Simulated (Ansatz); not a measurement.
## Structure relaxation of TaSi2

The calculation used DFT r2SCAN, scalar-relativistic, plane waves, PAW (Ansatz 0.2.0). Cutoff 500 eV, Γ-centred k mesh, Gaussian smearing, no spin polarisation in the final step.

TaSi2 was placed on the cubic Laves (C15) structure type (Fd-3m, No. 227), with Ta in place of Mg, Si in place of Cu, at a guessed volume.

```
CELL_PARAMETERS angstrom
0.00000 3.51914 3.51914
3.51914 0.00000 3.51914
3.51914 3.51914 0.00000
ATOMIC_POSITIONS crystal
Ta 0.00000 0.00000 0.00000
Ta 0.25000 0.25000 0.25000
Si 0.62500 0.62500 0.62500
Si 0.12500 0.62500 0.62500
Si 0.62500 0.62500 0.12500
Si 0.62500 0.12500 0.62500
```

Steps on the 4×4×4 mesh (6 atoms). 4 of 5 steps are shown, and the free energy counts from the last. Trial steps that were taken back and renewals of the plane-wave basis can be among the rows.

```csv
step,ΔF (meV/atom),V (Å³/atom),P (GPa)
1,32.3,14.53,-10.82
2,2.4,13.40,3.62
3,-0.1,13.66,-0.44
5,0.0,13.63,-0.01
```

A final relaxation ran on a 10×10×10 mesh. The relaxed crystal, Fd-3m (No. 227):

```
Ta Si
1.0
     0.00000    3.44148    3.44148
     3.44148    0.00000    3.44148
     3.44148    3.44148    0.00000
Ta Si
2 4
Cartesian
  0.0000 0.0000 0.0000
  1.7207 1.7207 1.7207
  4.3018 4.3018 4.3018
  4.3018 2.5811 2.5811
  2.5811 2.5811 4.3018
  2.5811 4.3018 2.5811
```

```json
{
  "Volume per atom": "13.59 Å³",
  "Density": "9.66 g/cm³",
  "Energy over the elements": "0.13 eV/atom",
  "Gap on the 10×10×10 mesh": "0 eV (a metal)"
}
```

Formation energies are uncorrected and refer to the elements' standard structures at the same level.

The final run used a 10×10×10 mesh on its 6-atom cell and 0.10 eV smearing. The k mesh leaves about 4 meV/atom of noise in metals. Spin–orbit coupling is left out.

A later test with randomly moved atoms lowered the energy by 32 meV/atom on a coarse mesh, so it isn't stable against such moves and is likely a saddle point held by symmetry.

Cost: 6 runs of about 3.8 core-minutes in all, on AMD EPYC 9R45 (Zen 5) (shared hosts).